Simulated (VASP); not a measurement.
# Ga (I4/mmm) in VASP: a series of runs, part 2 of 2

VASP 6.6.1. Earlier steps stand in the parts before.

### 5 Single point, PBE

File INCAR:

```
ADDGRID = False
ALGO = Normal
EDIFF = 1E-7
ENCUT = 450
GGA = PE
ISIF = 2
ISMEAR = 1
LASPH = True
LCHARG = False
LREAL = False
LWAVE = False
NELM = 100
PREC = Accurate
SIGMA = 0.4
```

File KPOINTS:

```
k-points
0
Gamma
  12 12 12
```

File POSCAR:

```
Ga
1.0
   -1.3843987196      1.3843987196      2.3112238365
    1.3843987196     -1.3843987196      2.3112238365
    1.3843987196      1.3843987196     -2.3112238365
Ga
1
Direct
    0.0000000000      0.0000000000      0.0000000000
```

Potentials or basis: VASP PAW PBE potentials, release 64 (Ga_d).

The run is started by

```bash
$ cat potpaw_PBE.64/Ga_d/POTCAR > POTCAR
$ mpirun -np 1 vasp_std > vasp.out
```

OUTCAR:

```text
EDIFF = 1E-7
   ENCUT = 450
   GGA = PE
   ISIF = 2
   ISMEAR = 1
   LASPH = True
   LREAL = False
   NELM = 100
   PREC = Accurate

 Found    163 irreducible k-points:

 Following reciprocal coordinates:
            Coordinates               Weight
  0.000000  0.000000  0.000000      1.000000
  0.083333  0.000000 -0.000000      8.000000
  0.166667  0.000000  0.000000      8.000000
  0.250000  0.000000 -0.000000      8.000000
  0.333333  0.000000  0.000000      8.000000
  0.416667  0.000000 -0.000000      8.000000
   k-points           NKPTS =    163   k-points in BZ     NKDIM =    163   number of bands    NBANDS=     10
   number of dos      NEDOS =    301   number of ions     NIONS =      1
   total plane-waves  NPLWV =  13824
   dimension x,y,z NGX =    24 NGY =   24 NGZ =   24
   dimension x,y,z NGXF=    48 NGYF=   48 NGZF=   48
   ions per type =               1
   NGX,Y,Z   is equivalent  to a cutoff of  13.17, 13.17, 13.17 a.u.
   NGXF,Y,Z  is equivalent  to a cutoff of  26.34, 26.34, 26.34 a.u.
 SYSTEM =  unknown system
   PREC   = accura    normal or accurate (medium, high low for compatibility)
   ISTART =      0    job   : 0-new  1-cont  2-samecut
   ICHARG =      2    charge: 1-file 2-atom 10-const
   ISPIN  =      1    spin polarized calculation?
   LNONCOLLINEAR =      F non collinear calculations
   LSORBIT =      F    spin-orbit coupling
   LASPH  =      T    aspherical Exc in radial PAW
   ENCUT  =  450.0 eV  33.07 Ry    5.75 a.u.   5.24  5.24  5.24*2*pi/ulx,y,z
   NELM   =    100;   NELMIN=  2; NELMDL= -5     # of ELM steps
   EDIFF  = 0.1E-06   stopping-criterion for ELM
   LREAL  =      F    real-space projection
   EDIFFG = 0.1E-05   stopping-criterion for IOM
   NSW    =      0    number of steps for IOM
   IBRION =     -1    ionic relax: 0-MD 1-quasi-New 2-CG
   NFREE  =      0    steps in history (QN), initial steepest desc. (CG)
   ISIF   =      2    stress and relaxation
   ISYM   =      2    0-nonsym 1-usesym 2-fastsym
   POTIM  = 0.5000    time-step for ionic-motion
   TEBEG  =    0.0;   TEEND  =   0.0 temperature during run
   PSTRESS=    0.0 pullay stress
   NELECT =      13.0000    total number of electrons
   NUPDOWN=      -1.0000    fix difference up-down
   EMIN   =  10.00;   EMAX   =-10.00  energy-range for DOS
   EFERMI =   0.00;   METHOD = LEGACY
   ISMEAR =     1;   SIGMA  =   0.40  broadening in eV -4-tet -1-fermi 0-gaus
   EFERMI_NEDOS =   21; number of points for ismear=-14 and -15
   IALGO  =     38    algorithm
   IMIX   =      4    mixing-type and parameters
     AMIX     =   0.40;   BMIX     =  1.00
     AMIX_MAG =   1.60;   BMIX_MAG =  1.00
  volume/ion in A,a.u.               =      17.72       119.57
  Fermi-wavevector in a.u.,A,eV,Ry     =   1.476549  2.790273 29.663375  2.180197
  Thomas-Fermi vector in A             =   2.591062
   LORBIT       =      0    0 simple, 1 ext, 2 COOP (PROOUT), +10 PAW based schemes
   GGA     = PE    functional components
   LHFCALC =     F    Hartree Fock is set to
   AEXX    =    0.0000 exact exchange contribution
   IVDW    =     0    specifies the selected vdW correction
   LEPSILON=     F    determine dielectric tensor
   LRPA    =     F    only Hartree local field effects (RPA)
 non-spin polarized calculation
 Methfessel and Paxton  Order N= 1 SIGMA  =   0.40
  energy-cutoff  :      450.00
  volume of cell :       17.72
 maximum number of plane-waves:       403
 NGX is ok and might be reduce to    24
   NGX = 11   NGY = 11   NGZ = 11

 number of electron      12.9999997 magnetization

 Free energy of the ion-electron system (eV)
  ---------------------------------------------------
  ext. energy  EPLUGINS =         0.00000000
  ---------------------------------------------------
  free energy    TOTEN  =        -2.87174185 eV

  energy without entropy =       -2.87040072  energy(sigma->0) =       -2.87129480

 E-fermi :   6.2118     XC(G=0): -11.3330

 val. band max:        6.2059643938   @ k =  -0.4167   0.1667   0.0000
 cond. band min:       6.2330428862   @ k =   0.2500   0.1667   0.1667
 fundamental gap:      0.0270784924
 Fermi energy:         6.2118151669

 k-point     1 :       0.0000    0.0000    0.0000
  band No.  band energies     occupation
      1      -8.9531      2.00000
      2      -8.7952      2.00000
      3      -8.7592      2.00000
      4      -8.7592      2.00000
      5      -8.5954      2.00000
      6      -5.3847      2.00000
      7      18.8468      0.00000
      8      19.1559      0.00000
      9      19.1559      0.00000
     10      22.5290      0.00000

 k-point     2 :       0.0833    0.0000   -0.0000
  band No.  band energies     occupation
      1      -8.9409      2.00000
      2      -8.7920      2.00000
      3      -8.7625      2.00000
      4      -8.7516      2.00000
      5      -8.6018      2.00000
      6      -5.1958      2.00000
      7      16.9886      0.00000
      8      18.2376      0.00000
      9      18.9963      0.00000
     10      21.4304      0.00000

 k-point     3 :       0.1667    0.0000    0.0000
  band No.  band energies     occupation
      1      -8.9174      2.00000
      2      -8.8031      2.00000
      3      -8.7451      2.00000
      4      -8.7332      2.00000
      5      -8.6172      2.00000
      6      -4.6238      2.00000
      7      13.5084     -0.00000
      8      16.9703      0.00000
      9      18.7059      0.00000
     10      20.3947      0.00000

 k-point     4 :       0.2500    0.0000   -0.0000
  band No.  band energies     occupation
      1      -8.9046      2.00000
      2      -8.8382      2.00000
      3      -8.7190      2.00000
      4      -8.6876      2.00000
      5      -8.6272      2.00000
      6      -3.6604      2.00000
      7      10.0835     -0.00000
      8      15.7727      0.00000
      9      18.5187      0.00000
     10      19.3911      0.00000

 k-point     5 :       0.3333    0.0000    0.0000
  band No.  band energies     occupation
      1      -8.9052      2.00000
      2      -8.8774      2.00000
      3      -8.7249      2.00000
      4      -8.6170      2.00000
      5      -8.6169      2.00000
      6      -2.3047      2.00000
      7       6.9269     -0.02982
      8      14.8452      0.00000
      9      18.5081      0.00000
     10      18.6383      0.00000

 k-point     6 :       0.4167    0.0000   -0.0000
  band No.  band energies     occupation
      1      -8.9179      2.00000
      2      -8.8992      2.00000
      3      -8.7387      2.00000
      4      -8.5998      2.00000
      5      -8.5612      2.00000
      6      -0.5685      2.00000
      7       4.1002      2.00000
      8      14.2647      0.00000
      9      18.1845      0.00000
     10      18.6192      0.00000

 [... further k-points ...]

------------------------ aborting loop because EDIFF is reached ----------------------------------------

  FORCE on cell =-STRESS in cart. coord.  units (eV):
  Direction    XX          YY          ZZ          XY          YZ          ZX
  --------------------------------------------------------------------------------------
  -------------------------------------------------------------------------------------
  Total        0.3987315      0.3987315      0.4377204      0.0000000      0.0000000      0.0000000
  in kB       36.0551053     36.0551053     39.5806582      0.0000000      0.0000000      0.0000000
  external PRESSURE =      37.2302896 kB  Pullay stress =       0.0000000 kB

 VOLUME and BASIS-vectors are now :
 -----------------------------------------------------------------------------
  energy-cutoff  :      450.00
  volume of cell :       17.72
      direct lattice vectors                 reciprocal lattice vectors
    -1.384398720  1.384398720  2.311223836     0.000000000  0.361167627  0.216335602
     1.384398720 -1.384398720  2.311223836     0.361167627  0.000000000  0.216335602
     1.384398720  1.384398720 -2.311223836     0.361167627  0.361167627  0.000000000

 POSITION                                       TOTAL-FORCE (eV/Angst)
 -----------------------------------------------------------------------------------
      0.00000      0.00000      0.00000         0.000000      0.000000      0.000000
 -----------------------------------------------------------------------------------
    total drift:                               -0.000000      0.000000     -0.000000

  FREE ENERGIE OF THE ION-ELECTRON SYSTEM (eV)
  ---------------------------------------------------
  free  energy   TOTEN  =        -2.8717418479 eV

  energy  without entropy=       -2.8704007183  energy(sigma->0) =       -2.87129480
```

OSZICAR:

```text
N       E                     dE             d eps       ncg     rms          rms(c)
DAV:   1     0.321053637686E+02    0.32105E+02   -0.66285E+03  3424   0.214E+03
DAV:   2    -0.188803123863E+01   -0.33993E+02   -0.33229E+02  3372   0.219E+02
DAV:   3    -0.289437586481E+01   -0.10063E+01   -0.10036E+01  3798   0.382E+01
DAV:   4    -0.290234875808E+01   -0.79729E-02   -0.79715E-02  3720   0.347E+00
DAV:   5    -0.290245528485E+01   -0.10653E-03   -0.10652E-03  3810   0.351E-01    0.928E-01
DAV:   6    -0.287802471153E+01    0.24431E-01   -0.49060E-02  3764   0.490E+00    0.470E-01
DAV:   7    -0.287237154286E+01    0.56532E-02   -0.93349E-03  4576   0.182E+00    0.126E-01
DAV:   8    -0.287173741596E+01    0.63413E-03   -0.78646E-04  4040   0.582E-01    0.954E-03
DAV:   9    -0.287174138115E+01   -0.39652E-05   -0.96954E-06  4250   0.502E-02    0.346E-03
DAV:  10    -0.287174192775E+01   -0.54660E-06   -0.27592E-07  3544   0.854E-03    0.332E-04
DAV:  11    -0.287174184786E+01    0.79888E-07   -0.79507E-09  2170   0.179E-03
   1 F= -.28717418E+01 E0= -.28712948E+01  d E =-.134113E-02
```

It took 7.6 s on 1 thread of Intel Xeon 6975P-C (Granite Rapids), shared host; peak memory 0.15 GiB.

The run converged, but some of its settings lie outside the range that counts as converged, so its numbers aren't taken as properties of the crystal.

What came out:

| Item | Value |
| --- | --- |
| Free energy | -2.8717 eV |
| Pressure | 3.7 GPa |
| Band gap on the k mesh | none (metal or under the smearing width) |

### 6 Single point, PBE

Edit INCAR of step 5 so:

```diff
@@ -13,2 +13,2 @@
 PREC = Accurate
-SIGMA = 0.4
+SIGMA = 0.2
```

KPOINTS is that of step 5.

POSCAR is that of step 5.

Potentials or basis: VASP PAW PBE potentials, release 64 (Ga_d).

The run is started by

```bash
$ cat potpaw_PBE.64/Ga_d/POTCAR > POTCAR
$ mpirun -np 1 vasp_std > vasp.out
```

Wall time 7.8 s (1 thread of Intel Xeon 6975P-C (Granite Rapids), shared host); peak memory 0.15 GiB.

These settings aren't checked as converged: the numbers below hold their error.

What came out:

```
Free energy            : -2.8707 eV
Pressure               : 3.8 GPa
Band gap on the k mesh : none (metal or under the smearing width)
```

### 7 For comparison

An earlier run on the cell as given: functional PBEsol; potentials or basis VASP PAW PBE potentials, release 64 (Ga_d); cutoff 520 eV; k mesh 13 × 13 × 13; occupations fermi-dirac, width 0.05 eV; no spin polarisation.

* Pressure: -0.2 GPa
* Band gap on the k mesh: none (metal or under the smearing width)
